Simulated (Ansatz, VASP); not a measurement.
**One calculation of V, two programs**

INCAR

```
PREC = Accurate ; ENCUT = 520
EDIFF = 1E-6 ; ISMEAR = 0
SIGMA = 0.15 ; LREAL = F
LASPH = T ; NELM = 60
ALGO = Fast ; ISIF = 2
LWAVE = F ; LCHARG = T
GGA = PS ; LELF = T
LVHAR = T ; NBANDS = 20
```

The input KPOINTS:

```
Automatic mesh
0
Gamma
  21 21 10
```

File POSCAR:

```
V
1.0
    2.5261652796      0.0000000000      0.0000000000
   -1.2630826398      2.1877233063      0.0000000000
    0.0000000000      0.0000000000      4.7941860400
V
2
Direct
    0.6666666667      0.3333333333      0.7500000000
    0.3333333333      0.6666666667      0.2500000000
```

Input for Ansatz:

```yaml
crystal:
  lattice:
    - [2.5261652796, 0.0, 0.0]
    - [-1.2630826398, 2.1877233063, 0.0]
    - [0.0, 0.0, 4.79418604]
  atoms:
    - { symbol: V, position: [0.6666666667, 0.3333333333, 0.75] }
    - { symbol: V, position: [0.3333333333, 0.6666666667, 0.25] }
basis:
  ecutwfc: 420
kpoints:
  mp_grid: { grid: [21, 21, 10] }
hamiltonian:
  xc: pbesol
scf:
  occupations: { method: gaussian, width: 0.15 }
output:
  forces: true
  stress: true
  eigenvalues: true
```

Change from the starting cell: strain -0.030 along x and y, +0.015 along z, atoms carried along.

Alike in both runs: task single point; functional PBEsol; k mesh 21 × 21 × 10; occupations gaussian, width 0.15 eV; no spin polarisation.

|  | VASP | Ansatz |
| --- | --- | --- |
| version | VASP 6.6.1 | Ansatz 0.2.0 |
| potentials or method | VASP PAW PBE potentials, release 64 (V_sv) | scalar-relativistic, plane waves, PAW |
| plane-wave cutoff (eV) | 520 | 420 |
| valence electrons in the cell | 26 | 26 |

Ansatz gave:

```
gap on the k mesh at the Fermi level (eV)       : none
pressure (GPa)                                  : 1.3
largest component of the traceless stress (GPa) : 7.23
```

Problem. Estimate VASP's values.

Solution. gap on the k mesh at the Fermi level (eV): none; pressure (GPa): 1.5; largest component of the traceless stress (GPa): 7.21.

A gap of «none» marks a metal or a gap that the smearing closes.

Caveats: the PAW data sets were made with another functional, which shifts forces and pressure a little (VASP).
